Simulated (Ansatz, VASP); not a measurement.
Tl in VASP and in Ansatz

File INCAR:

```
ALGO     = Fast           # electronic algorithm
EDIFF    = 1E-6           # SCF threshold, eV
ENCUT    = 520            # plane-wave cutoff, eV
ISIF     = 2              # what is computed and relaxed
ISMEAR   = -1             # smearing method
LASPH    = T              # aspherical terms in the spheres
LCHARG   = T              # write CHGCAR
LELF     = T              # ELF
LREAL    = F              # projectors in reciprocal space
LVHAR    = T            
LWAVE    = F              # write WAVECAR
NBANDS   = 12             # bands
NELM     = 100            # most SCF steps
PREC     = Accurate       # precision mode
SIGMA    = 0.05           # smearing width, eV
```

Contents of KPOINTS:

```
k-points
0
Gamma
  13 13 13
```

POSCAR

```
Tl
1.0
   -1.9147670545      1.9147670545      1.9147670545
    1.9147670545     -1.9147670545      1.9147670545
    1.9147670545      1.9147670545     -1.9147670545
Tl
1
Direct
    0.0000000000      0.0000000000      0.0000000000
```

Input for Ansatz:

```yaml
crystal:
  lattice:
    - [-1.9147670545, 1.9147670545, 1.9147670545]
    - [1.9147670545, -1.9147670545, 1.9147670545]
    - [1.9147670545, 1.9147670545, -1.9147670545]
  atoms:
    - { symbol: Tl, position: [0.0, 0.0, 0.0] }
kpoints:
  mp_grid: { grid: [13, 13, 13] }
scf:
  occupations: { method: fermi_dirac, width: 0.05 }
hamiltonian:
  xc: lda
  pseudopotentials: { kind: all_electron, lapw: { basis_error: 0.00025 } }
output:
  forces: true
  stress: true
  eigenvalues: true
```

Change from the starting cell: functional lda, volume scaled by 0.96.

Alike in both runs: task single point; functional LDA; k mesh 13 × 13 × 13; occupations fermi-dirac, width 0.05 eV; no spin polarisation.

|  | VASP | Ansatz |
| --- | --- | --- |
| version | VASP 6.6.1 | Ansatz 0.2.0 |
| potentials or method | VASP PAW LDA potentials, release 64 (Tl_d) | all-electron LAPW, scalar-relativistic |
| plane-wave cutoff (eV) | 520 | see its input |

```tsv
	VASP	Ansatz	Ansatz less VASP
pressure (GPa)	-1.1	-1.2	-0.07
```

Ansatz ran all-electron here, so the differences hold the error of VASP's frozen core and of both bases.

Spin-orbit coupling is left out, which matters for the levels of Tl.
